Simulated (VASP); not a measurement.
# Pt (Fm-3m) in VASP: a series of runs

One crystal, Pt, is run at these levels: LDA+U, r2SCAN+D4+U; tasks: optical spectrum.

Program: VASP 6.6.1. These are calculated values, not measurements. Logs are shortened: lines on timing, memory, paths and dates and some standing lists are left out, and cuts for length are marked.

### 1 The crystal as given

Symmetry: Fm-3m, No. 225, cubic system. Conventional cell: a = 3.922 Å, b = 3.922 Å, c = 3.922 Å, α = 90.00°, β = 90.00°, γ = 90.00°. Pt (site symmetry m-3m) is surrounded by 12 Pt at 2.77 Å.

### 2 Optical spectrum, LDA+U, collinear spin, ferromagnetic start, spin-orbit coupling

Input file INCAR:

```
SYSTEM = Pt
PREC = Accurate
ENCUT = 600
EDIFF = 1E-6
ISMEAR = 0
SIGMA = 0.1
LREAL = .False.
LASPH = .True.
NELM = 100
ALGO = Normal
ISIF = 2
LWAVE = .False.
LCHARG = .False.
MAGMOM = 0.289 0.289 0.289
LORBIT = 11
LSORBIT = .True.
GGA_COMPAT = .False.
LORBMOM = .True.
LMAXMIX = 4
LDAU = .True.
LDAUTYPE = 2
LDAUL = 2
LDAUU = 1
LDAUJ = 0
LDAUPRINT = 1
LOPTICS = .True.
NBANDS = 58
NEDOS = 1000
CSHIFT = 0.05
```

Input file KPOINTS:

```
regular mesh
0
Gamma
  9 9 9
  0 0 0
```

Input file POSCAR:

```
Pt
1.0
    0.0000000000      1.9609000000      1.9609000000
    1.9609000000      0.0000000000      1.9609000000
    1.9609000000      1.9609000000      0.0000000000
Pt
1
Direct
    0.0000000000      0.0000000000      0.0000000000
```

Potentials or basis: VASP PAW LDA potentials, release 64 (Pt).

The run is started by

```console
cat potpaw_LDA.64/Pt/POTCAR > POTCAR
mpirun -np 1 vasp_ncl > vasp.out
```

OUTCAR:

```text
SYSTEM = Pt
   PREC = Accurate
   ENCUT = 600
   EDIFF = 1E-6
   ISMEAR = 0
   LREAL = .False.
   LASPH = .True.
   NELM = 100
   ISIF = 2
   LORBIT = 11
   LSORBIT = .True.

 ion  position               nearest neighbor table
   1  0.000  0.000  0.000-

  LATTYP: Found a face centered cubic cell.
 ALAT       =     3.9218000000

  Lattice vectors:

 A1 = (   0.0000000000,   1.9609000000,   1.9609000000)
 A2 = (   1.9609000000,   0.0000000000,   1.9609000000)
 A3 = (   1.9609000000,   1.9609000000,   0.0000000000)

Analysis of symmetry for initial positions (statically):
=====================================================================
 Subroutine PRICEL returns:
 Original cell was already a primitive cell.

 Routine SETGRP: Setting up the symmetry group for a
 face centered cubic supercell.

 Subroutine GETGRP returns: Found 48 space group operations
 (whereof 48 operations were pure point group operations)
 out of a pool of 48 trial point group operations.

The static configuration has the point symmetry O_h .

Analysis of symmetry for dynamics (positions and initial velocities):
=====================================================================
 Subroutine PRICEL returns:
 Original cell was already a primitive cell.

 Routine SETGRP: Setting up the symmetry group for a
 face centered cubic supercell.

 Subroutine GETGRP returns: Found 48 space group operations
 (whereof 48 operations were pure point group operations)
 out of a pool of 48 trial point group operations.

The dynamic configuration has the point symmetry O_h .

Analysis of structural, dynamic, and magnetic symmetry:
=====================================================================
 Subroutine PRICEL returns:
 Original cell was already a primitive cell.

 Routine SETGRP: Setting up the symmetry group for a
 face centered cubic supercell.

 Subroutine GETGRP returns: Found  6 space group operations
 (whereof  6 operations were pure point group operations)
 out of a pool of 48 trial point group operations.

The overall configuration has the point symmetry S_6 .

 Subroutine INISYM returns: Found  6 space group operations
 (whereof  6 operations are pure point group operations),
 and found     1 'primitive' translations

----------------------------------------------------------------------------------------

                                     Primitive cell

  volume of cell :      15.0798

  direct lattice vectors                    reciprocal lattice vectors
     0.000000000  1.960900000  1.960900000    -0.254984956  0.254984956  0.254984956
     1.960900000  0.000000000  1.960900000     0.254984956 -0.254984956  0.254984956
     1.960900000  1.960900000  0.000000000     0.254984956  0.254984956 -0.254984956

  length of vectors
     2.773131374  2.773131374  2.773131374     0.441646899  0.441646899  0.441646899

  position of ions in fractional coordinates (direct lattice)
     0.000000000  0.000000000  0.000000000

  ion indices of the primitive-cell ions
   primitive index   ion index
                 1           1

----------------------------------------------------------------------------------------

 KPOINTS: regular mesh

Automatic generation of k-mesh.
 Grid dimensions read from file:
 generate k-points for:    9    9    9

 Generating k-lattice:

  Cartesian coordinates                     Fractional coordinates (reciprocal lattice)
    -0.028331662  0.028331662  0.028331662     0.111111111  0.000000000  0.000000000
     0.028331662 -0.028331662  0.028331662     0.000000000  0.111111111  0.000000000
     0.028331662  0.028331662 -0.028331662     0.000000000  0.000000000  0.111111111

  Length of vectors
     0.049071878  0.049071878  0.049071878

  Shift w.r.t. Gamma in fractional coordinates (k-lattice)
     0.000000000  0.000000000  0.000000000

 Subroutine IBZKPT returns following result:
 ===========================================
[... 1053 lines left out ...]

  FREE ENERGIE OF THE ION-ELECTRON SYSTEM (eV)
  ---------------------------------------------------
  free  energy   TOTEN  =        -7.1685535830 eV

  energy  without entropy=       -7.1620545809  energy(sigma->0) =       -7.16530408

--------------------------------------------------------------------------------------------------------

--------------------------------------------------------------------------------------------------------

--------------------------------------------------------------------------------------------------------

 -----------------------------------------------------------------------------
|                                                                             |
|           W    W    AA    RRRRR   N    N  II  N    N   GGGG   !!!           |
|           W    W   A  A   R    R  NN   N  II  NN   N  G    G  !!!           |
|           W    W  A    A  R    R  N N  N  II  N N  N  G       !!!           |
|           W WW W  AAAAAA  RRRRR   N  N N  II  N  N N  G  GGG   !            |
|           WW  WW  A    A  R   R   N   NN  II  N   NN  G    G                |
|           W    W  A    A  R    R  N    N  II  N    N   GGGG   !!!           |
|                                                                             |
|     You are using a small complex shift. This can yield unreliable          |
|     results when the Kramers-Kronig relation is used for systems with       |
|     spin-orbit interactions.                                                |
|     Please increase CSHIFT in the INCAR file.                               |
|                                                                             |
 -----------------------------------------------------------------------------

 plasma frequency squared (from intraband transitions) (eV^2)
  --------------------------------------------------------------------------------------
      23.312      -0.000      -0.000
      -0.000      23.312      -0.000
      -0.000      -0.000      23.312

 electrical conductivity sigma (Mega S m-1) (frequency dependency in vasprun.xml)
  --------------------------------------------------------------------------------------
       0.048      -0.000      -0.000
      -0.000       0.048      -0.000
      -0.000      -0.000       0.048

 plasma frequency squared (from interband transitions, int dw w eps(2)(w)) (eV^2)
  --------------------------------------------------------------------------------------
    1239.787       0.000      -0.005       0.028      -0.005      -0.028
      -0.005      -0.028    1239.787       0.000      -0.005       0.028
      -0.005       0.028      -0.005      -0.028    1239.787       0.000
  --------------------------------------------------------------------------------------
 sumrule: sum of plasma frequencies squared should yield (valence only):     914.380

 Anomalous Hall contribution (eV) 2/pi Imag((f_n-f_m)<u_m| d/dk_a u_n> <u_m| d/dk_b u_n>^*)
  --------------------------------------------------------------------------------------
       0.000       0.019      -0.019
      -0.019       0.000       0.019
       0.019      -0.019       0.000

  frequency dependent IMAGINARY DIELECTRIC FUNCTION (independent particle, no local field effects) density-density
     E(ev)      X         Y         Z        XY        YZ        ZX
  --------------------------------------------------------------------------------------------------------------
     0.00000     0.00000     0.00000     0.00000     0.00000     0.00000     0.00000
     0.93839    71.64506    71.64506    71.64506    -0.04574    -0.04574    -0.04574
     1.87678     8.40477     8.40477     8.40477     0.00156     0.00156     0.00156
     2.81517     2.36833     2.36833     2.36833     0.00096     0.00096     0.00096
     3.75356    21.96213    21.96213    21.96213     0.00126     0.00126     0.00126
     4.69195     2.71416     2.71416     2.71416     0.00128     0.00128     0.00128
[... 92 lines left out ...]
    91.96229     0.00000     0.00000     0.00000     0.00000     0.00000     0.00000
    92.90068     0.00000     0.00000     0.00000     0.00000     0.00000     0.00000

  frequency dependent      REAL DIELECTRIC FUNCTION (independent particle, no local field effects) density-density
     E(ev)        X           Y           Z          XY          YZ          ZX
  --------------------------------------------------------------------------------------------------------------
     0.00000    53.48849    53.48849    53.48849    -0.38605    -0.38605    -0.38605
     0.93839    84.15391    84.15391    84.15391     0.05609     0.05609     0.05609
     1.87678    -4.69209    -4.69209    -4.69209    -0.00001    -0.00001    -0.00001
     2.81517    -2.79011    -2.79011    -2.79011     0.00343     0.00343     0.00343
     3.75356    -4.50000    -4.50000    -4.50000     0.00487     0.00487     0.00487
     4.69195    -2.73547    -2.73547    -2.73547     0.00222     0.00222     0.00222
[... 30 lines left out ...]
    33.78206     1.85249     1.85249     1.85249    -0.00010    -0.00010    -0.00010
    34.72046     1.36560     1.36560     1.36560    -0.00006    -0.00006    -0.00006

  frequency dependent IMAGINARY DIELECTRIC FUNCTION (independent particle, no local field effects) current-current
     E(ev)      X         Y         Z        XY        YZ        ZX
  --------------------------------------------------------------------------------------------------------------
     0.00000     2.45223     2.45223     2.45223    -0.22394    -0.22394    -0.22394
     0.93839    85.30483    85.30483    85.30483    -0.03512    -0.03512    -0.03512
     1.87678     8.01535     8.01535     8.01535     0.00134     0.00134     0.00134
     2.81517     2.32788     2.32788     2.32788     0.00113     0.00113     0.00113
     3.75356    21.74291    21.74291    21.74291     0.00146     0.00146     0.00146
     4.69195     2.64200     2.64200     2.64200     0.00135     0.00135     0.00135
[... 92 lines left out ...]
    91.96229    -0.00000    -0.00000    -0.00000     0.00000     0.00000     0.00000
    92.90068    -0.00000    -0.00000    -0.00000     0.00000     0.00000     0.00000

  frequency dependent      REAL DIELECTRIC FUNCTION (independent particle, no local field effects) current-current
     E(ev)        X           Y           Z          XY          YZ          ZX
  --------------------------------------------------------------------------------------------------------------
     0.00000    53.30705    53.30705    53.30705     0.00609     0.00609     0.00609
     0.93839    74.03351    74.03351    74.03351     0.06689     0.06689     0.06689
     1.87678    -5.00901    -5.00901    -5.00901     0.00002     0.00002     0.00002
     2.81517    -2.82772    -2.82772    -2.82772     0.00318     0.00318     0.00318
     3.75356    -5.19188    -5.19188    -5.19188     0.00468     0.00468     0.00468
     4.69195    -2.79432    -2.79432    -2.79432     0.00212     0.00212     0.00212
[... 92 lines left out ...]
    91.96229     0.83334     0.83334     0.83334     0.00000     0.00000     0.00000
    92.90068     0.83721     0.83721     0.83721     0.00000     0.00000     0.00000

 orbital moment (x)

 # of ion     p       d       tot
 ----------------------------------------
  1        -0.000  -0.000  -0.000
 ----------------------------------------
           -0.000  -0.000  -0.000

 orbital moment (y)

 # of ion     p       d       tot
 ----------------------------------------
  1        -0.000  -0.000  -0.000
 ----------------------------------------
           -0.000  -0.000  -0.000

 orbital moment (z)

 # of ion     p       d       tot
 ----------------------------------------
  1        -0.000  -0.000  -0.000
 ----------------------------------------
           -0.000  -0.000  -0.000

 Spin-Orbit-Coupling matrix elements

 Ion:    1  E_soc:     -0.7678948
 l=   1
     0.0000000    -0.0329947    -0.0329947
    -0.0329947     0.0000000    -0.0329947
    -0.0329947    -0.0329947     0.0000000
 l=   2
     0.0000000    -0.0175719     0.0000000    -0.0175719    -0.0774158
    -0.0175719     0.0000000    -0.0580619    -0.0175719    -0.0193540
     0.0000000    -0.0580619     0.0000000    -0.0580619     0.0000000
    -0.0175719    -0.0175719    -0.0580619     0.0000000    -0.0193540
    -0.0774158    -0.0193540     0.0000000    -0.0193540     0.0000000
 l=   3
     0.0000000     0.0000000     0.0000000     0.0000000     0.0000000     0.0000000     0.0000000
     0.0000000     0.0000000     0.0000000     0.0000000     0.0000000     0.0000000     0.0000000
     0.0000000     0.0000000     0.0000000     0.0000000     0.0000000     0.0000000     0.0000000
     0.0000000     0.0000000     0.0000000     0.0000000     0.0000000     0.0000000     0.0000000
     0.0000000     0.0000000     0.0000000     0.0000000     0.0000000     0.0000000     0.0000000
     0.0000000     0.0000000     0.0000000     0.0000000     0.0000000     0.0000000     0.0000000
[... 22 lines left out ...]
# of ion       s       p       d       tot
------------------------------------------
    1        0.000   0.000  -0.001  -0.000

=======================================================================
```

It took 2.1 min on 1 thread of Intel Xeon Platinum 8559C (Emerald Rapids), shared host; peak memory 0.41 GiB.

Results:

- Free energy: -7.1686 eV
- Pressure: -8.3 GPa
- Net moment: 0.00 μB per cell
- Valence electrons inside the program's atomic spheres: Pt 9.35

Dielectric function (mean over the directions given):
```csv
energy (eV),real part,imaginary part
0.28,57.81,0.29
0.75,59.84,2.21
1.22,2.89,66.31
1.78,-9.01,18.10
2.25,-1.05,43.28
2.72,-6.25,5.63
3.28,8.44,9.31
3.75,-4.50,21.96
4.32,-3.12,6.18
4.79,-1.21,1.36
5.25,1.63,5.61
5.82,0.76,4.18
6.29,2.66,0.60
6.85,2.29,2.30
7.32,2.24,3.38
7.79,1.66,6.74
8.35,-1.32,6.58
8.82,1.92,1.46
9.29,3.05,8.77
9.85,0.16,2.69
10.32,0.79,5.91
10.89,0.71,1.77
11.35,0.78,2.39
11.82,1.99,3.16
12.39,2.06,1.73
12.86,-0.26,3.55
13.42,1.02,2.09
13.89,0.44,2.01
14.36,1.70,2.44
14.92,1.26,1.19
15.39,-0.28,1.42
15.86,1.32,1.03
16.42,1.78,2.92
16.89,1.93,3.11
17.45,1.97,2.27
17.92,1.72,2.88
18.39,2.06,3.11
18.96,1.22,1.98
19.42,3.25,5.00
19.99,-1.95,2.95
```

Moments on the atoms (μB; x, y, z):
```
Pt  0.00 0.00 0.00
```

Caveat: spectra need much finer meshes, so this one isn't converged; independent-particle spectra lack excitons; the U is typed as a test and isn't derived for this compound.

[end of part 1 of 2]
